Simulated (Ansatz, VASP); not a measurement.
Two plane-wave programs on Sn

```
CELL_PARAMETERS angstrom
0.00000 3.23334 3.23334
3.23334 0.00000 3.23334
3.23334 3.23334 0.00000
ATOMIC_POSITIONS crystal
Sn 0.75000 0.75000 0.75000
Sn 0.50000 0.50000 0.50000
```

This isn't the form of Sn at room conditions, which is tetragonal (white tin).

Alike in both runs: task single point; functional PBE; k mesh 7 × 7 × 7; occupations gaussian, width 0.024 eV; no spin polarisation.

|  | VASP | Ansatz |
| --- | --- | --- |
| version | VASP 6.6.1 | Ansatz 0.2.0 |
| potentials or method | VASP PAW PBE potentials, release 64 (Sn_d) | Ansatz PAW |
| plane-wave cutoff (eV) | 520 | 420 |
| valence electrons in the cell | 28 | 28 |

```csv
,VASP,Ansatz,Ansatz less VASP
gap on the k mesh at the Fermi level (eV),none,none,-
pressure (GPa),3.8,3.8,+0.05
```

A gap of «none» marks a metal or a gap that the smearing closes.
